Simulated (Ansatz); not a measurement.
**Dielectric response of GaN (110) films**

How well do thin zincblende GaN (110) films screen a perpendicular field?

Program: Ansatz 0.2.0. Level of theory: plane-wave DFT, PBEsol, Ansatz PAW. Results are calculated unless marked as measured.

## Step 1: The structure

The cell holds 10 atoms: 5 Ga and 5 N. Cell: a = 3.182 Å, b = 4.500 Å, c = 24.364 Å, α = 90.0°, β = 90.0°, γ = 90.0°. It derives from GaN (zincblende GaN). Vacuum lies along c.

As a file:

```xyz
10
Lattice="3.1820 0.0000 0.0000 0.0000 4.5000 0.0000 0.0000 0.0000 24.3640" Properties=species:S:1:pos:R:3
Ga    1.5910    2.2500    9.0000
N     0.0000    3.3750    9.0000
Ga    0.0000    0.0000   10.5910
N     1.5910    1.1250   10.5910
Ga    1.5910    2.2500   12.1820
N     0.0000    3.3750   12.1820
Ga    0.0000    0.0000   13.7730
N     1.5910    1.1250   13.7730
Ga    1.5910    2.2500   15.3640
N     0.0000    3.3750   15.3640
```

## Step 2: Relaxation, 10 atoms, units 5

The structure is relaxed first, because levels and dipoles at a surface follow the positions of the outer atoms.

input.yaml reads:

```yaml
crystal:
  lattice:
    - [3.18198052, 0.0, 0.0]
    - [0.0, 4.5, 0.0]
    - [0.0, 0.0, 24.3639610307]
  atoms:
    - { symbol: Ga, position: [0.5, 0.5, 0.3693980625] }
    - { symbol: "N", position: [0.0, 0.75, 0.3693980625] }
    - { symbol: Ga, position: [0.0, 0.0, 0.4346990313] }
    - { symbol: "N", position: [0.5, 0.25, 0.4346990313] }
    - { symbol: Ga, position: [0.5, 0.5, 0.5] }
    - { symbol: "N", position: [0.0, 0.75, 0.5] }
    - { symbol: Ga, position: [0.0, 0.0, 0.5653009687] }
    - { symbol: "N", position: [0.5, 0.25, 0.5653009687] }
    - { symbol: Ga, position: [0.5, 0.5, 0.6306019375] }
    - { symbol: "N", position: [0.0, 0.75, 0.6306019375] }
kpoints:
  mp_grid: { grid: [8, 6, 1] }
hamiltonian:
  xc: pbesol
scf:
  occupations: { method: fixed }
  convergence: { dr2_threshold: 1.0e-09 }
efield:
  axis: 3
  dipole_correction: true
  ramp_position: 0.97
  ramp_width: 0.06
relax:
  f_tol: 0.003
  max_steps: 100
output:
  write_potential: true
  write_density: true
  volumetric_format: npy
```

Command:

```
$ ansatz run input.yaml --threads 4 --pin off --max-ram 16384MiB --backend cpu --events-out ev --progress --plain --runs-dir out
```

Numbers of over 12 decimals in the logs are rounded to 6 here.

The log of the run:

```text
Engine: ansatz 0.2.0, aarch64-unknown-linux-gnu
Pseudopotentials: kind: paw
Pseudopotential: Ga, paw, valence charge 13, recommended cutoff 420 eV (normal), Ga.paw.azcp
Pseudopotential: N, paw, valence charge 5, recommended cutoff 420 eV (normal), N.paw.azcp
Functional definition: PBEsol
  exchange = pbesol_x
  correlation = pbesol_c
Crystal: 10 atoms, lattice volume = 348.865 Å³
Basis set: ecut = 420 eV, 6813 PW (Γ), exchange–correlation on 48×64×360 points (8 copies of the dense FFT grid, shifted against one another)
Bands: 55, of which v1, the nominal top of the filled ones, is band 45 counted from 1 (44 counted from 0)
Symmetry: 2 space group operations
k-points: 20 of 48 (time reversal used)
Non-local potential: Ga, projectors of the file, l = 0: 2, l = 1: 2, l = 2: 3, l = 3: 1
Non-local potential: N, projectors of the file, l = 0: 2, l = 1: 2, l = 2: 1
PAW form: soft (Blöchl's): semilocal exchange-correlation on the pseudo side does not see the compensation charge
PAW frozen core: Ga, regenerated for the run's functional, and the local potential with it (the file was generated under x = pbe(κ = 0.804, μ = 0.219515), c = pbe(β = 0.066725))
PAW frozen core: N, regenerated for the run's functional, and the local potential with it (the file was generated under x = pbe(κ = 0.804, μ = 0.219515), c = pbe(β = 0.066725))
PAW one-centre angular grid: Ga, 590 points (default); XC on 64 Gauss nodes
PAW one-centre angular grid: N, 110 points (default); XC on 64 Gauss nodes
Initial density: superposition of atomic densities (neutral atoms: chi_scale 0, normalization atom), corrected by the library's trained network
Initial wavefunctions: pseudopotential atomic-orbital guess
Functional: x = pbesol(κ = 0.804, μ = 0.123457), c = pbesol(β = 0.046)
SCF iter   1: F=—  HF=-20609.793797 eV  |F-HF|=—  |Δ(HF+E_count)|=         —  Δρ=6.84e-3  dr2=1.58e-1  ethr=1.77e-3  p=0.000 e·Å  D=2.19e-14 V/Å  ΔV_dip=-0.00 eV  dr2_dipole=3.13e-9  V_vac-E_F(+/−)=5.01/5.01 eV  ⟨swp⟩=5.0  Hψ=4000  notcnv=0  defer=160
efield: sawtooth ramp at fractional position 0.9700 (set: `efield.ramp_position`, or a place that a band, a saddle search or an elastic batch's reference lends), width 0.0600; the density the first Hamiltonian is built on has a dipole p = 0.000 e·Å; the dipole correction subtracts the counter field D = 2.19e-14 V/Å, which shifts the + side's vacuum level by -0.00 eV against the − side's; the planar-averaged density in the ramp window peaks in size at 9.4e-6 e/Å³
preconditioner: auto → Resta (q_TF=auto, 2.177 Å⁻¹)  ε∞=2.5  [insulator: Δε(μ)=0.437 eV  Ē_g=15.156 eV  n_scr=56 (ndim 8)  ℏωp=18.9 eV  f_vac=0.614  ε∞_Penn≈2.5  vacuum switching on, ρ_ref=1.7e-2 e/Å³]
SCF iter   2: F=—  HF=-20609.758159 eV  |F-HF|=—  |Δ(HF+E_count)|=   3.56e-2  Δρ=1.89e-3  dr2=1.57e-2  ethr=1.76e-4  p=-0.000 e·Å  D=-1.29e-5 V/Å  ΔV_dip=0.00 eV  dr2_dipole=4.56e-9  V_vac-E_F(+/−)=5.20/5.20 eV  ⟨swp⟩=2.3  Hψ=1870  notcnv=0  defer=160  κ⁻¹=1.0e0(r=1)
density mixer auto → broyden: gapped, with many states about μ (density of states about μ 0.41 of a free-electron gas's, 56 screened modes)
SCF iter   3: F=—  HF=-20609.755945 eV  |F-HF|=—  |Δ(HF+E_count)|=   2.21e-3  Δρ=6.89e-4  dr2=1.31e-3  ethr=1.74e-5  p=-0.000 e·Å  D=-3.61e-7 V/Å  ΔV_dip=0.00 eV  dr2_dipole=7.47e-12  V_vac-E_F(+/−)=5.13/5.13 eV  ⟨swp⟩=2.1  Hψ=1367  notcnv=0  defer=160  κ⁻¹=1.8e-2(r=2)
SCF iter   4: F=—  HF=-20609.756119 eV  |F-HF|=—  |Δ(HF+E_count)|=   1.74e-4  Δρ=3.03e-4  dr2=2.22e-4  ethr=1.45e-6  p=0.000 e·Å  D=1.02e-6 V/Å  ΔV_dip=-0.00 eV  dr2_dipole=3.94e-11  V_vac-E_F(+/−)=5.11/5.11 eV  ⟨swp⟩=2.7  Hψ=1908  notcnv=0  defer=160  κ⁻¹=2.7e-3(r=3)
SCF iter   5: F=—  HF=-20609.756187 eV  |F-HF|=—  |Δ(HF+E_count)|=   6.84e-5  Δρ=1.15e-4  dr2=4.83e-5  ethr=2.46e-7  p=-0.000 e·Å  D=-2.15e-7 V/Å  ΔV_dip=0.00 eV  dr2_dipole=1.22e-11  V_vac-E_F(+/−)=5.12/5.12 eV  ⟨swp⟩=2.0  Hψ=1437  notcnv=0  defer=160  κ⁻¹=4.6e-4(r=4)
SCF iter   6: F=—  HF=-20609.756209 eV  |F-HF|=—  |Δ(HF+E_count)|=   2.14e-5  Δρ=3.94e-5  dr2=4.34e-6  ethr=5.36e-8  p=0.000 e·Å  D=2.90e-7 V/Å  ΔV_dip=-0.00 eV  dr2_dipole=7.74e-13  V_vac-E_F(+/−)=5.11/5.11 eV  ⟨swp⟩=2.2  Hψ=1547  notcnv=0  defer=150  κ⁻¹=2.9e-5(r=5)
SCF iter   7: F=—  HF=-20609.756353 eV  |F-HF|=—  |Δ(HF+E_count)|=   1.44e-4  Δρ=1.66e-5  dr2=5.94e-7  ethr=4.82e-9  p=0.000 e·Å  D=1.40e-7 V/Å  ΔV_dip=-0.00 eV  dr2_dipole=1.28e-13  V_vac-E_F(+/−)=5.12/5.12 eV  ⟨swp⟩=2.2  Hψ=1713  notcnv=0  defer=135  κ⁻¹=5.1e-6(r=6)
SCF iter   8: F=—  HF=-20609.756353 eV  |F-HF|=—  |Δ(HF+E_count)|=   7.06e-7  Δρ=4.87e-6  dr2=5.81e-8  ethr=6.60e-10  p=0.000 e·Å  D=1.86e-7 V/Å  ΔV_dip=-0.00 eV  dr2_dipole=4.31e-13  V_vac-E_F(+/−)=5.12/5.12 eV  ⟨swp⟩=2.2  Hψ=1765  notcnv=0  defer=136  κ⁻¹=7.0e-7(r=7)
SCF iter   9: F=—  HF=-20609.756353 eV  |F-HF|=—  |Δ(HF+E_count)|=   8.20e-8  Δρ=2.31e-6  dr2=1.20e-8  ethr=6.46e-11  p=0.000 e·Å  D=6.00e-8 V/Å  ΔV_dip=-0.00 eV  dr2_dipole=2.28e-13  V_vac-E_F(+/−)=5.12/5.12 eV  ⟨swp⟩=2.1  Hψ=1496  notcnv=0  defer=136  κ⁻¹=5.2e-8(r=8)
SCF iter  10: F=-20609.756354 eV  HF=-20609.756354 eV  |F-HF|=8.29e-10  |Δ(HF+E_count)|=   2.83e-8  Δρ=6.00e-7  dr2=8.03e-10  ethr=1.11e-12  p=0.000 e·Å  D=1.87e-7 V/Å  ΔV_dip=-0.00 eV  dr2_dipole=2.88e-12  V_vac-E_F(+/−)=5.12/5.12 eV  ⟨swp⟩=7.0  Hψ=7610  notcnv=0
SCF 1 converged in 10 iterations: F = -20609.756354 eV  dr2 = 8.03e-10
  greatest PAW one-centre occupation: 0.996 electrons in one spin orbital (limit 2), on the Ga atom at site 8 (counted from 0), in its partial waves of l = 2
relax step   1: F+E_penalty+E_count = -20609.75635351 eV  Δ(F+E_penalty+E_count) = +0.000e0 eV  max|allowed force component| = 2.476e0 eV/Å  Δτ_max = 0.0000 Å  (10 SCF iters, accepted)
Initial density: handed on by an earlier stage of this run
Initial wavefunctions: those handed on with the density
iter 1 solved again at ethr=2.48e-4 eV; its pass at ethr=3.10e-3 eV (dr2=2.23e-1 eV) is discarded
SCF iter   1: F=—  HF=-20610.568985 eV  |F-HF|=—  |Δ(HF+E_count)|=         —  Δρ=1.16e-2  dr2=2.23e-1  ethr=2.48e-4  p=0.000 e·Å  D=1.87e-7 V/Å  ΔV_dip=-0.00 eV  dr2_dipole=9.07e-12  V_vac-E_F(+/−)=5.49/5.49 eV  ⟨swp⟩=1.4  Hψ=4611  notcnv=0  defer=160
[...]
SCF iter  10: F=-20610.675349 eV  HF=-20610.675349 eV  |F-HF|=7.57e-10  |Δ(HF+E_count)|=   5.50e-9  Δρ=5.00e-7  dr2=7.47e-10  ethr=1.11e-12  p=0.000 e·Å  D=2.20e-7 V/Å  ΔV_dip=-0.00 eV  dr2_dipole=1.36e-12  V_vac-E_F(+/−)=5.95/5.95 eV  ⟨swp⟩=7.0  Hψ=8215  notcnv=0
SCF 3 converged in 10 iterations: F = -20610.675349 eV  dr2 = 7.47e-10
relax step   3: F+E_penalty+E_count = -20610.67534898 eV  Δ(F+E_penalty+E_count) = -1.627e-1 eV  max|allowed force component| = 3.390e-1 eV/Å  Δτ_max = 0.0795 Å  (10 SCF iters, accepted)
[...]
relax step   4: F+E_penalty+E_count = -20610.69110605 eV  Δ(F+E_penalty+E_count) = -1.576e-2 eV  max|allowed force component| = 1.864e-1 eV/Å  Δτ_max = 0.0306 Å  (10 SCF iters, accepted)
[...]
relax step   5: F+E_penalty+E_count = -20610.69445196 eV  Δ(F+E_penalty+E_count) = -3.346e-3 eV  max|allowed force component| = 1.645e-2 eV/Å  Δτ_max = 0.0134 Å  (9 SCF iters, accepted)
SCF iter   1: F=—  HF=-20610.694328 eV  |F-HF|=—  |Δ(HF+E_count)|=         —  Δρ=7.44e-5  dr2=1.27e-5  ethr=1.22e-7  p=0.000 e·Å  D=6.58e-7 V/Å  ΔV_dip=-0.00 eV  dr2_dipole=2.93e-11  V_vac-E_F(+/−)=5.82/5.82 eV  ⟨swp⟩=2.0  Hψ=2360  notcnv=0  defer=160
efield: sawtooth ramp at fractional position 0.9700 (set: `efield.ramp_position`, or a place that a band, a saddle search or an elastic batch's reference lends), width 0.0600; the density the first Hamiltonian is built on has a dipole p = 0.000 e·Å; the dipole correction subtracts the counter field D = 6.58e-7 V/Å, which shifts the + side's vacuum level by -0.00 eV against the − side's; the planar-averaged density in the ramp window peaks in size at 3.5e-6 e/Å³
preconditioner: auto → Resta (q_TF=auto, 2.177 Å⁻¹)  ε∞=2.5  [insulator: Δε(μ)=1.548 eV  Ē_g=15.612 eV  n_scr=56 (ndim 8)  ℏωp=18.9 eV  f_vac=0.630  ε∞_Penn≈2.5  vacuum switching on, ρ_ref=1.8e-2 e/Å³]
SCF iter   2: F=—  HF=-20610.694323 eV  |F-HF|=—  |Δ(HF+E_count)|=   4.59e-6  Δρ=3.33e-5  dr2=3.08e-6  ethr=1.41e-8  p=-0.000 e·Å  D=-4.98e-7 V/Å  ΔV_dip=0.00 eV  dr2_dipole=3.50e-12  V_vac-E_F(+/−)=5.82/5.82 eV  ⟨swp⟩=2.0  Hψ=1533  notcnv=0  defer=81  κ⁻¹=1.0e0(r=1)
density mixer auto → broyden: gapped, where msr1 would fit the directions that read negative (density of states about μ 0.09 of a free-electron gas's, 56 screened modes)
SCF iter   3: F=—  HF=-20610.694469 eV  |F-HF|=—  |Δ(HF+E_count)|=   1.46e-4  Δρ=1.91e-5  dr2=7.80e-7  ethr=3.42e-9  p=-0.000 e·Å  D=-1.21e-7 V/Å  ΔV_dip=0.00 eV  dr2_dipole=6.46e-13  V_vac-E_F(+/−)=5.82/5.82 eV  ⟨swp⟩=2.0  Hψ=1287  notcnv=0  defer=81  κ⁻¹=1.5e-1(r=2)
SCF iter   4: F=—  HF=-20610.694469 eV  |F-HF|=—  |Δ(HF+E_count)|=   1.51e-7  Δρ=4.24e-6  dr2=4.38e-8  ethr=8.67e-10  p=-0.000 e·Å  D=-2.14e-7 V/Å  ΔV_dip=0.00 eV  dr2_dipole=7.39e-16  V_vac-E_F(+/−)=5.82/5.82 eV  ⟨swp⟩=2.8  Hψ=2129  notcnv=0  defer=81  κ⁻¹=9.7e-3(r=3)
SCF iter   5: F=—  HF=-20610.694469 eV  |F-HF|=—  |Δ(HF+E_count)|=   1.12e-8  Δρ=1.37e-6  dr2=7.31e-9  ethr=4.87e-11  p=-0.000 e·Å  D=-2.28e-7 V/Å  ΔV_dip=0.00 eV  dr2_dipole=7.49e-13  V_vac-E_F(+/−)=5.82/5.82 eV  ⟨swp⟩=2.0  Hψ=1748  notcnv=0  defer=81  κ⁻¹=1.4e-3(r=4)
SCF iter   6: F=-20610.694469 eV  HF=-20610.694469 eV  |F-HF|=6.66e-10  |Δ(HF+E_count)|=   3.59e-9  Δρ=5.68e-7  dr2=8.26e-10  ethr=1.11e-12  p=-0.000 e·Å  D=-4.50e-7 V/Å  ΔV_dip=0.00 eV  dr2_dipole=4.84e-13  V_vac-E_F(+/−)=5.82/5.82 eV  ⟨swp⟩=7.0  Hψ=7549  notcnv=0
SCF 6 converged in 6 iterations: F = -20610.694469 eV  dr2 = 8.26e-10
relax step   6: F+E_penalty+E_count = -20610.69446929 eV  Δ(F+E_penalty+E_count) = -1.732e-5 eV  max|allowed force component| = 8.722e-4 eV/Å  Δτ_max = 0.0008 Å  (6 SCF iters, accepted)
NSCF: frozen V_eff on 20 k-points
the band table was solved once a step of the walk had ended and its energy, with any forces and stress, was formed, with the checks that follow a solve (6478 applications of the Hamiltonian). They found nothing against the state; the energy, forces and stress were not computed again (output.eigenvalues in the input reference)
WARN: The output density's exchange-correlation potential varies sharply where the density is thin. Do not read a vacuum level from v_tot or v_xc, or from such a field of the output density. On a cell that repeats whose density bears no net charge and no dipole along the vacuum's axis use v_es (v_loc + v_h of the components); under efield.dipole_correction with no amplitude use v_es + v_field, which holds any externa [...]
SCF converged after 6 iterations
Stability not checked: this state was not tested for a lower state beside it, because the mixer in use, unlike msr1, does not test its closes by its own steps (another_mixer; see scf.mixing.algorithm and scf.lower_state_search)
Free energy (F): -20610.694469 eV
Harris-Foulkes:  -20610.694469 eV  (|F-HF|=6.66e-10)
Internal energy: -20610.694469 eV  (E = F + TS)
E sigma→0 (E₀):  -20610.694469 eV
Fermi energy:    -0.775258 eV
Dipole field:    D = 0.000000 V/Å  (p = 0.000001 e·Å, saw-weighted, corrected)
Work function:   Φ+ = 5.8187 eV   Φ− = 5.8187 eV
Levels:          The Fermi level and band energies are counted from a zero that moves with the ramp; work functions are not
--- Per-component energies (eV) ---
  E_band       = -970.326757
  E_kinetic    = 1227.787786
  E_local      = -107809.185380  (includes V_loc(G=0)·N_el)
  E_nonlocal   = 2374.647366
  E_hartree    = 53039.725981
  E_xc         = -636.720427
  E_vxc        = -666.535549  (∫ρ·V_xc dr)
  E_paw        = -10374.401968  (= ΣΔE_a)
  E_vpaw       = -2176.495728  (= ΣTr[D̂ρ^β])
  E_aug_tail   = 0.000110  (compensation charges beyond the density's cutoff)
  E_efield     = 0.000000  (sawtooth field / dipole correction)
  E_vefield    = 0.000000  (∫n·V_field dr)
  E_ewald      = 41562.996680
  E_core_change = 4.455383  (= ΣΔE_core)
  E_smearing   = -0.000000  (= −TS)
  E_closure    = -0.000000  (closes the sum)
  Σ components = -20610.694469   (vs F -20610.694469, Δ=0.00e0)
--- Forces (eV/Å), atoms counted from 1 ---
  atom   1  Ga     0.00000000     0.00002948    -0.00025280
  atom   2  N      0.00000000    -0.00012597    -0.00008440
  atom   3  Ga     0.00000000    -0.00028649     0.00074294
  atom   4  N      0.00000000     0.00046808    -0.00087225
  atom   5  Ga     0.00000000     0.00025759     0.00001381
  atom   6  N      0.00000000    -0.00044519    -0.00001173
  atom   7  Ga     0.00000000    -0.00028277    -0.00072704
  atom   8  N      0.00000000     0.00046734     0.00085285
  atom   9  Ga     0.00000000     0.00003275     0.00025725
  atom  10  N      0.00000000    -0.00012510     0.00008044
  max |Σ_I F_I| component: 1.03e-5 eV/Å
--- Band table (eV; the first three rows and the last of 20) ---
  k-point 0: bands = [... 41 lower, -1.2435, -0.9682, -0.8986, -0.8877, 0.7731, 2.0565, 2.7741, 3.7230, ... 6 higher]
  k-point 1: bands = [... 41 lower, -1.3531, -1.2434, -1.1635, -0.7753, 1.4676, 2.1571, 2.9065, 3.6878, ... 6 higher]
  k-point 2: bands = [... 41 lower, -1.6648, -1.6501, -1.1794, -0.8424, 2.3871, 2.5487, 3.1917, 3.9038, ... 6 higher]
  k-point 19: bands = [... 41 lower, -2.4206, -2.2350, -1.3183, -0.8199, 2.2542, 2.8746, 4.6715, 5.0199, ... 6 higher]
--- Relaxed structure (6 steps of the walk, 6 accepted, 0 SCFs on fresh bases) ---
  F+E_penalty+E_count = -20610.69446929 eV   max|allowed force component| = 8.722e-4 eV/Å
  atoms:
    - { symbol: Ga, position: [0.5, 0.539721, 0.377966] }
    - { symbol: N, position: [0.0, 0.739839, 0.368083] }
    - { symbol: Ga, position: [0.0, -0.00858578, 0.432957] }
    - { symbol: N, position: [0.5, 0.236885, 0.434201] }
    - { symbol: Ga, position: [0.5, 0.491659, 0.500000] }
    - { symbol: N, position: [0.0, 0.742622, 0.500000] }
    - { symbol: Ga, position: [0.0, -0.00858577, 0.567043] }
    - { symbol: N, position: [0.5, 0.236885, 0.565799] }
    - { symbol: Ga, position: [0.5, 0.539721, 0.622034] }
    - { symbol: N, position: [0.0, 0.739839, 0.631917] }
```

Elapsed: 57 s, on 4 threads of Arm Neoverse V1, shared host; peak memory 0.88 GiB; 3.7 min of CPU time.

Step by step:

```tsv
step	energy less that of the first step (eV)	largest force component (eV/Å)
1	0.0000	2.4761
2	-0.7563	1.1695
3	-0.9190	0.3390
4	-0.9348	0.1864
5	-0.9381	0.0165
6	-0.9381	0.0009
```

Forces are held to the 2 operations that the run works with; a distortion that breaks them can't arise in this run.

The atoms that moved most (Å):

```tsv
atom	dx	dy	dz	length
Ga9	0.000	0.179	-0.209	0.275
Ga1	0.000	0.179	0.209	0.275
N4	0.000	-0.059	-0.012	0.060
N8	0.000	-0.059	0.012	0.060
Ga3	0.000	-0.039	-0.042	0.057
Ga7	0.000	-0.039	0.042	0.057
N2	0.000	-0.046	-0.032	0.056
N10	0.000	-0.046	0.032	0.056
```

Final coordinates:

```xyz
10
Lattice="3.1820 0.0000 0.0000 0.0000 4.5000 0.0000 0.0000 0.0000 24.3640" Properties=species:S:1:pos:R:3
Ga    1.5910    2.4287    9.2087
N     0.0000    3.3293    8.9680
Ga    0.0000   -0.0386   10.5485
N     1.5910    1.0660   10.5789
Ga    1.5910    2.2125   12.1820
N     0.0000    3.3418   12.1820
Ga    0.0000   -0.0386   13.8154
N     1.5910    1.0660   13.7851
Ga    1.5910    2.4287   15.1552
N     0.0000    3.3293   15.3960
```

This step gave:

```
gap on the k-mesh             : 1.548 eV
dipole along the normal       : 5.00e-7 e·Å
ionisation energy, upper face : 5.819 eV
electron affinity, upper face : 4.270 eV
```

Running mean over 1.591 Å of the planar mean; the ramp of the sawtooth is left out. Electron's electrostatic potential energy less the highest filled level against z:

```tsv
z (Å)	electron's electrostatic potential energy less the highest filled level (eV)
3.0	5.82
3.5	5.82
4.0	5.82
4.5	5.82
5.0	5.82
5.5	5.82
6.0	5.81
6.5	5.79
7.0	5.68
7.5	5.17
8.0	2.97
8.5	-0.686
9.0	-3.38
9.5	-4.86
10.0	-5.27
10.5	-5.05
11.0	-4.50
11.5	-4.30
12.0	-4.31
12.5	-4.30
13.0	-4.33
13.5	-4.61
14.0	-5.18
14.5	-5.23
15.0	-4.59
15.5	-2.77
16.0	0.284
16.5	3.82
17.0	5.40
17.5	5.73
18.0	5.80
18.5	5.81
19.0	5.82
19.5	5.82
20.0	5.82
20.5	5.82
21.0	5.82
```

The relaxation took 6 steps and lowered the energy by 0.94 eV; the largest force on the free atoms ends at 8.7e-4 eV/Å.

The gap is 1.55 eV, with the valence edge 5.82 eV and the conduction edge 4.27 eV under the upper vacuum level.

(Part 1 of 6 ends here.)

[Logs are printed without paths, hosts, clocks, repeated set-up lines and the standing remarks that a program may print on its own settings, such as how far it seeks lower states.]

[Hosts, paths, dates, database ids (printed as entryN), source tags and the programs' standing remarks are cut or masked in the printed files.]

[Maps of the electrostatic potential energy from Ansatz leave out the sawtooth potential of an applied field or a dipole correction, so their vacuum need not be flat; planar profiles and work functions include it.]
